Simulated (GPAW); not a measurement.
# WS2 (Tungstenite) (P6_3/mmc) in GPAW: single point with PBE

Aim: the single point of WS2 (Tungstenite) with PBE.

All numbers are computed with GPAW 26.7.0; they aren't measurements. Logs are shortened: lines on timing, memory, paths and dates and some standing lists are left out, and cuts for length are marked. The log counts tension as positive stress, the text compression.

**1. The structure**

It takes space group P6_3/mmc (No. 194, hexagonal). The conventional cell has a = 3.180 Å, b = 3.180 Å, c = 12.500 Å, α = 90.00°, β = 90.00°, γ = 120.00°. Around W (site symmetry -6m2) lie 6 S at 2.41 Å. S (site symmetry 3m) has 3 W at 2.41 Å as nearest neighbours.

**2. Single point, PBE**

run.py reads:

```python
from ase.dft.bandgap import bandgap
from ase.io import read, write
from ase.units import GPa
from gpaw import GPAW, PW

atoms = read('WS2.xyz')

calc = GPAW(mode=PW(600),
            xc='PBE',
            kpts={'size': (10, 10, 3), 'gamma': True},
            occupations={'name': 'methfessel-paxton', 'order': 0, 'width': 0.05},
            nbands=46,
            convergence={'density': 1e-05, 'energy': 1e-05},
            maxiter=150,
            txt='gpaw.txt')
atoms.calc = calc
energy = atoms.get_potential_energy()
forces = atoms.get_forces()
stress = atoms.get_stress()
calc.write('gs.gpw')
write('result.traj', atoms)
print(f'Energy: {energy:.6f} eV')
print('Forces (eV/A):')
print(forces.round(4))
print('Stress (GPa):', (stress / GPa).round(3))
print('Fermi level:', round(calc.get_fermi_level(), 4), 'eV')
print(f'Gap: {bandgap(calc)[0]:.4f} eV, direct: {bandgap(calc, direct=True)[0]:.4f} eV')
```

WS2.xyz reads:

```xyz
6
Lattice="3.1800000000 0.0000000000 0.0000000000 -1.5900000000 2.7539607840 0.0000000000 0.0000000000 0.0000000000 12.5000000000" Properties=species:S:1:pos:R:3 pbc="T T T"
W      1.5900000002      0.9179869279      9.3750000000
W     -0.0000000002      1.8359738561      3.1250000000
S      1.5900000002      0.9179869279      4.6875000000
S     -0.0000000002      1.8359738561     10.9375000000
S      1.5900000002      0.9179869279      1.5625000000
S     -0.0000000002      1.8359738561      7.8125000000
```

Potentials or basis: GPAW PAW data sets (gpaw-data 1.2.1), pw.

Started as:

```console
OMP_NUM_THREADS=1 python run.py
```

gpaw.txt:

```text
__  _  _
 | _ |_)|_||  |
 |__||  | ||/\| - 26.7.0

Input parameters:
  mode=PW(ecut=600.0),
  convergence={'density': 1e-05, 'energy': 1e-05},
  kpts=MonkhorstPack(size=(10, 10, 3), gamma=True),
  maxiter=150,
  nbands=46,
  occupations=Occupations(name='methfessel-paxton', order=0, width=0.05),
  xc=XC(name='PBE')

Diagonalizing LCAO Hamiltonian
Converting LCAO to pw mode

        S

           W
        S

           S
        W

           S

Atoms  # Å, Bohr magnetons
|   | symbol |         x |        y |         z |    initial magnetic moments |
|---|--------|-----------|----------|-----------|-----------------------------|
| 0 |      W |  1.590000 | 0.917987 |  9.375000 | ( 0.0000,  0.0000,  0.0000) |
| 1 |      W | -0.000000 | 1.835974 |  3.125000 | ( 0.0000,  0.0000,  0.0000) |
| 2 |      S |  1.590000 | 0.917987 |  4.687500 | ( 0.0000,  0.0000,  0.0000) |
| 3 |      S | -0.000000 | 1.835974 | 10.937500 | ( 0.0000,  0.0000,  0.0000) |
| 4 |      S |  1.590000 | 0.917987 |  1.562500 | ( 0.0000,  0.0000,  0.0000) |
| 5 |      S | -0.000000 | 1.835974 |  7.812500 | ( 0.0000,  0.0000,  0.0000) |

Unit cell  # Å
| periodic |         x |        y |         z |   lengths |     angles |
|----------|-----------|----------|-----------|-----------|------------|
|      yes |  3.180000 | 0.000000 |  0.000000 |  3.180000 |  90.000000 |
|      yes | -1.590000 | 2.753961 |  0.000000 |  3.180000 |  90.000000 |
|      yes |  0.000000 | 0.000000 | 12.500000 | 12.500000 | 120.000000 |

Number of symmetries: 12
Symmetry operations  # r_c * U_cc + t_c -> r_c
|    | kind |            matrix            |
|----|------|------------------------------|
|  0 |  σ   |  1, 1, 0,  0,-1, 0,  0, 0, 1 |
|  1 |  S6  |  1, 1, 0, -1, 0, 0,  0, 0,-1 |
|  2 |  E   |  1, 0, 0,  0, 1, 0,  0, 0, 1 |
|  3 |  C2  |  1, 0, 0, -1,-1, 0,  0, 0,-1 |
|  4 |  C2  |  0, 1, 0,  1, 0, 0,  0, 0,-1 |
|  5 |  C3  |  0, 1, 0, -1,-1, 0,  0, 0, 1 |
|  6 |  S6  |  0,-1, 0,  1, 1, 0,  0, 0,-1 |
|  7 |  σ   |  0,-1, 0, -1, 0, 0,  0, 0, 1 |
|  8 |  σ   | -1, 0, 0,  1, 1, 0,  0, 0, 1 |
|  9 |  i   | -1, 0, 0,  0,-1, 0,  0, 0,-1 |
| 10 |  C3  | -1,-1, 0,  1, 0, 0,  0, 0, 1 |
| 11 |  C2  | -1,-1, 0,  0, 1, 0,  0, 0,-1 |

BZ-sampling:
  Number of BZ points: 300
  Number of IBZ points: 36

  Monkhorst-Pack size: [10, 10, 3]
  Monkhorst-Pack shift: [0.05, 0.05, 0.0]

K-points  # in reciprocal-cell coordinates
|     |                                coordinates |     weight |
|-----|--------------------------------------------|------------|
|   0 | (  0.00000000,   0.00000000,   0.00000000) | 0.00333333 |
|   1 | (  0.00000000,   0.00000000,   0.33333333) | 0.00666667 |
|   2 | (  0.10000000,   0.00000000,  -0.33333333) | 0.02000000 |
|   3 | (  0.10000000,   0.00000000,   0.00000000) | 0.02000000 |
|   4 | (  0.10000000,   0.00000000,   0.33333333) | 0.02000000 |
|   5 | (  0.20000000,  -0.10000000,   0.00000000) | 0.02000000 |
|   6 | (  0.20000000,  -0.10000000,   0.33333333) | 0.04000000 |
|   7 | (  0.20000000,   0.00000000,  -0.33333333) | 0.02000000 |
|   8 | (  0.20000000,   0.00000000,   0.00000000) | 0.02000000 |
|   9 | (  0.20000000,   0.00000000,   0.33333333) | 0.02000000 |
| ... |                                            |            |
|  35 | (  0.50000000,   0.50000000,   0.33333333) | 0.02000000 |

Plane wave coefficients: 3691
Cutoff: 600.0 eV

Spin-components: 1 (collinear spins)
Bands:           46
Projectors:      32
Spin-degeneracy: 2
Datatype:        complex128

Parallelization:
  kpt:    1
  domain: 1
  band:   1

Density:
  Valence electrons: 52.0
  Components: 1
  Grid points: [18 18 72]
  Charge: 0.0  # |e|

Potential:
  Grid points: [18 18 72]

species:
  W:
    name:    Tungsten
    Z:       74.0
    valence: 14
    core:    60
    charge:  0.0  # [|e|]
    compensation charges:
      type: gauss
      rc: 0.40  # [Å]
      lmax: 2
    cutoffs:
      filter: 2.36  # [Å]
      core: 3.02  # [Å]
    projectors
    | kind |    occ | energy [eV] | rcut [Å] |
    |------|--------|-------------|----------|
    |   5s |  2.000 |     -78.830 |    1.344 |
    |   6s |  2.000 |      -5.697 |    1.344 |
    |   5p |  6.000 |     -43.233 |    1.355 |
    |   6p |  0.000 |      -1.367 |    1.355 |
    |   5d |  4.000 |      -4.494 |    1.228 |
    |    d |        |      22.717 |    1.228 |

    Using partial waves for W as LCAO basis

  S:
    name:    Sulfur
    Z:       16.0
    valence: 6
    core:    10
    charge:  0.0  # [|e|]
    compensation charges:
      type: gauss
      rc: 0.24  # [Å]
      lmax: 2
    cutoffs:
      filter: 1.77  # [Å]
      core: 1.66  # [Å]
    projectors
    | kind |    occ | energy [eV] | rcut [Å] |
    |------|--------|-------------|----------|
    |   3s |  2.000 |     -17.254 |    0.974 |
    |   3p |  4.000 |      -7.008 |    0.979 |
    |    s |        |       9.957 |    0.974 |
    |    p |        |      20.203 |    0.979 |
    |    d |        |       0.000 |    0.900 |

    Using partial waves for S as LCAO basis

Reference energy: -920973.822900  # eV

eigensolver:
  PPCG
  Converge bands: occupied
  niter=2

density mixing:
  MSR1-Mixer
  Pratt-step length: 0.05
  Maximum mixing coefficient: 0.75
  Old densities: 10
  SVD Regularization: 0.005
  Good broyden scale: 1.0
  Trust region scale: 1.0
  Backstep threshold: 4.0
  History deletion threshold: 6.0
  Fourier metric: weight=20.0, sigma=0.015

occupation numbers:
  Methfessel-Paxton:
    width: 0.0500  # eV
    order: 0

poisson solver:
  ecut: 4800.0  # eV

xc functional:
  name: PBE with 2 nearest neighbor stencil

convergence criteria:
[... 6 lines left out ...]
|iter     | |      energy | eigst |  dens |
|---------|-|-------------|-------|-------|
|iter:   1| |  -44.833091 | +0.44 |       |
|iter:   2| |  -45.039464 | -1.45 | -1.19 |
|iter:   3| |  -45.229878 | -1.19 | -1.22 |
|iter:   4| |  -44.795949 | -1.90 | -1.31 |
|iter:   5| |  -44.451159 | -1.89 | -1.53 |
|iter:   6| |  -44.457391 | -3.45 | -2.03 |
|iter:   7| |  -44.462427 | -4.00 | -2.57 |
|iter:   8| |  -44.456019 | -4.40 | -2.52 |
|iter:   9| |  -44.456044 | -5.87 | -3.25 |
|iter:  10| |  -44.456044c| -7.27 | -4.08 |
|iter:  11| |  -44.456044c| -7.63c| -4.67 |
|iter:  12| |  -44.456044c| -8.18c| -5.32c|

Converged in 12 steps
Energy contributions relative to reference atoms: (reference = -920973.822900)

Energy contributions:
  Kinetic:          33.623715
  Coulomb:         -37.655135
  Zero:              0.381863
  External:          0.000000
  Xc:              -40.806487
  Entropy:          -0.000000
  Spinorbit:         0.000000
  ----------------------------
  Free energy:     -44.456044
  Extrapolated:    -44.456044

dipole moment: (0.000004, 0.000006, 0.000029)  # |e|*Ang

Fermi level: 9.325
Eigenvalues  # (at kpt = [0.000, 0.000, 0.000])
| band index |      eig [eV] | occ [0-2] |
|------------|---------------|-----------|
|          0 |       -65.998 |     2.000 |
|        ... |               |           |
|         18 |         4.927 |     2.000 |
|         19 |         6.149 |     2.000 |
|         20 |         6.149 |     2.000 |
|         21 |         6.192 |     2.000 |
|         22 |         6.192 |     2.000 |
|         23 |         6.876 |     2.000 |
[... 8 lines left out ...]
|         32 |        10.941 |     0.000 |
|         33 |        10.941 |     0.000 |
|        ... |               |           |
|         45 |        20.897 |     0.000 |

Gap: 1.118 eV
Transition (v -> c):
  (s=0, k=0, n=25, [0.00, 0.00, 0.00]) -> (s=0, k=16, n=26, [0.40, -0.20, 0.00])
Direct/indirect transitions are different
Direct gap: 2.081 eV
Transition at: (s=0, k=24, n=25, [0.40, 0.30, 0.00])

Forces  # eV/Ang
|        x |        y |        z |
|----------|----------|----------|
|  0.00000 |  0.00000 |  0.00003 |  # W    0
| -0.00000 |  0.00000 | -0.00003 |  # W    1
|  0.00000 |  0.00000 |  0.14634 |  # S    2
|  0.00000 |  0.00000 |  0.14619 |  # S    3
|  0.00000 |  0.00000 | -0.14619 |  # S    4
| -0.00000 | -0.00000 | -0.14634 |  # S    5

Stress tensor  # eV/Ang^3
|         x |         y |         z |
|-----------|-----------|-----------|
| -0.010153 | -0.000000 |  0.000000 |
| -0.000000 | -0.010153 |  0.000000 |
|  0.000000 |  0.000000 | -0.022351 |

# Writing to gs.gpw (mode='')
```

It took 2 min on 1 thread of Arm Neoverse V2, shared host; peak memory 0.3 GiB.

Results:

| Quantity | Value |
| --- | --- |
| Free energy | -44.4560 eV |
| Pressure | 2.3 GPa |
| Largest force | 0.146 eV/Å |
| Band gap on the k mesh | 1.12 eV, indirect (least direct gap 2.08 eV) |

Forces on the atoms (eV/Å):
```
W    0.000  0.000  0.000
W    0.000  0.000  0.000
S    0.000  0.000  0.146
S    0.000  0.000  0.146
S    0.000  0.000 -0.146
S    0.000  0.000 -0.146
```

Stress tensor (GPa, compression positive):
```
1.63 0.00 0.00
0.00 1.63 0.00
0.00 0.00 3.58
```

Caveat: spin-orbit coupling is left out, which moves the levels of the heavy elements; an odd mesh through Γ misses points on the zone boundary, where band edges often lie; this functional lacks dispersion, which binds the layers, so the pressure and a relaxed spacing across them are unreliable.
